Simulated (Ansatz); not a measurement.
Write the native input for Ansatz 0.2.0 that does the following.

```yaml
Task: elastic constants
Functional: LDA
Potentials_or_basis: Ansatz PAW
Cutoff: "420 eV (not typed: the program's choice for these potentials)"
k_mesh: 6 × 6 × 6
Occupations: fixed
Spin: no spin polarisation
Atoms_under_strain: relaxed
```

NaCl:

```
CELL_PARAMETERS angstrom
3.50219 0.00000 0.00000
0.00000 3.50219 0.00000
0.00000 0.00000 3.50219
ATOMIC_POSITIONS crystal
Cl 0.50000 0.50000 0.50000
Na 0.00000 0.00000 0.00000
```

Measurements of this composition are mostly on another form, of space group No. 225.

These files were run (other wordings do the same):

input.yaml

```yaml
crystal:
  lattice:
    - [3.50219, 0.0, 0.0]
    - [0.0, 3.50219, 0.0]
    - [0.0, 0.0, 3.50219]
  atoms:
    - { symbol: Cl, position: [0.5, 0.5, 0.5] }
    - { symbol: Na, position: [0.0, 0.0, 0.0] }
hamiltonian:
  xc: lda
  pseudopotentials: { kind: paw }
kpoints:
  mp_grid: { grid: [6, 6, 6] }
scf:
  occupations: { method: fixed }
output:
  forces: true
  stress: true
elastic:
  mode: relaxed_ion
  stencil: two_point
```

Potentials or basis: Ansatz PAW.

Command:

```console
$ ansatz run input.yaml --threads 2 --pin off --max-ram 5632MiB --backend cpu --events-out ev --progress --plain --runs-dir out
```

Results of the run:

| Quantity | Value |
| --- | --- |
| Pressure | -3.1 GPa |
| Band gap on the k mesh | 3.60 eV, indirect (least direct gap 4.11 eV) |
| Elastic constants C11, C12, C44 | 67, -5, -4 GPa |
| Voigt bulk modulus | 19 GPa |

Caveat: the cell is more than 3 GPa from zero pressure, which shifts response properties; the elastic tensor has a negative eigenvalue, so either the cell is unstable as it stands or the mesh is too thin; the PAW data sets come from PBE, with cores solved anew for the run's functional, which leaves a small shift of forces and pressure.

Wall time 3.6 s on 2 threads of Intel(R) Xeon(R) Processor @ 2.70GHz, on a shared host, peak memory 0.33 GiB.
